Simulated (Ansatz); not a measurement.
# AlAs: the cost of one run

Program: Ansatz 0.2.0. Level of theory: DFT PBE, scalar-relativistic, plane waves, PAW. These are calculated values, not measurements.

1 further run of the same task is left out (it didn't finish).

### Step 1. The structure to begin with

It takes space group F-43m (No. 216, cubic). The conventional cell has a = 5.661 Å, b = 5.661 Å, c = 5.661 Å, α = 90.00°, β = 90.00°, γ = 90.00°. Al (site symmetry -43m) is surrounded by 4 As at 2.45 Å. As (site symmetry -43m) is surrounded by 4 Al at 2.45 Å.

Coordinates:

```
Al As
1.0
     0.00000    2.83040    2.83040
     2.83040    0.00000    2.83040
     2.83040    2.83040    0.00000
Al As
1 1
Cartesian
  0.0000 0.0000 0.0000
  4.2456 4.2456 4.2456
```

The structure comes from the Crystallography Open Database.

### Step 2. Quick check of gap, pressure and forces

File input.yaml:

```yaml
crystal:
  lattice:
    - [0.0, 2.8304, 2.8304]
    - [2.8304, 0.0, 2.8304]
    - [2.8304, 2.8304, 0.0]
  atoms:
    - { symbol: Al, position: [0.0, 0.0, 0.0] }
    - { symbol: As, position: [0.75, 0.75, 0.75] }
basis:
  ecutwfc: 420
kpoints:
  mp_grid: { grid: [6, 6, 6] }
hamiltonian:
  xc: pbe
scf:
  occupations: { method: gaussian, width: 0.1 }
output:
  forces: true
  stress: true
  eigenvalues: true
```

Command:

```sh
$ ansatz run input.yaml --threads 1 --pin off --max-ram 2560MiB --backend cpu --events-out ev --progress --plain --runs-dir out
```

What time and memory should one allow on 1 thread of Intel Xeon at 2.50GHz (Skylake/Cascade Lake), shared host?

About 2.8 s, with a peak of 0.3 GiB.
